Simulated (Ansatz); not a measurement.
SiO2 — ¹⁷O NMR of the central transition

Cell: a Materials Project structure (computed, not necessarily an observed phase), atoms as given.

```cif
data_SiO2
_symmetry_space_group_name_H-M 'Ia-3'
_symmetry_Int_Tables_number 206
_cell_length_a 8.4471
_cell_length_b 8.4471
_cell_length_c 8.4471
_cell_angle_alpha 90.000
_cell_angle_beta 90.000
_cell_angle_gamma 90.000
loop_
_atom_site_label
_atom_site_type_symbol
_atom_site_symmetry_multiplicity
_atom_site_Wyckoff_symbol
_atom_site_fract_x
_atom_site_fract_y
_atom_site_fract_z
Si Si 16 c 0.1412 0.6412 0.8588
O9 O 24 d 0.5000 0.2500 0.4302
O14 O 8 b 0.7500 0.2500 0.2500
```

One atom of each set is listed; the run and its k-mesh use a cell of 24 atoms with edges of 7.32, 7.32, 7.32 Å.

All values are calculated (Ansatz; DFT, r2SCAN, plane waves and PAW (field gradients read without the response of the frozen cores, which leaves them typically 4 to 6 % off), scalar-relativistic, 500 eV cutoff, Γ-centred 4×4×4 k-points, Fermi–Dirac smearing 0.02 eV), not measured.

¹⁷O has I = 5/2 and Q = -25.58 mb (Pyykkö 2018); at 18.8 T its Larmor frequency is ν₀ = 108.6 MHz. Only the quadrupole interaction is simulated: positions count from each site's isotropic chemical shift, and J coupling is left out, as are shift anisotropy and dipolar coupling, which fast spinning averages.

(1) Simulate the second-order pattern (fast magic-angle spinning, Gaussian broadening 0.2 kHz) of site O14 (2 Si at 1.59 Å, angle 180°).

Results:

(1) The calculation gives C_Q = -6.18 MHz and η = 0.00, so ν_Q = 0.927 MHz and the centre of gravity lies at -19.4 ppm (-2.11 kHz).

(offset (kHz), height): (-5.459, 0), (-5.243, 4), (-5.028, 6), (-4.813, 6), (-4.597, 6), (-4.382, 6), (-4.166, 7), (-3.951, 7), (-3.736, 7), (-3.520, 11), (-3.305, 74), (-3.090, 75), (-2.874, 53), (-2.659, 47), (-2.443, 44), (-2.228, 43), (-2.013, 43), (-1.797, 44), (-1.582, 47), (-1.366, 53), (-1.151, 64), (-0.936, 100), (-0.720, 81), (-0.505, 3)

An axis of threefold or higher order runs through O14, so V_zz lies along it and η is zero.

Hardware: 1 thread of Intel Xeon Platinum 8259CL CPU @ 2.50GHz (Skylake/Cascade Lake) (x86_64; 16 cores open to the job, memory cap 3.0 GiB, no GPU), a shared host with a load of 0.3 a core. Wall time 38 s, CPU time 38 s, peak memory 1.3 GiB.
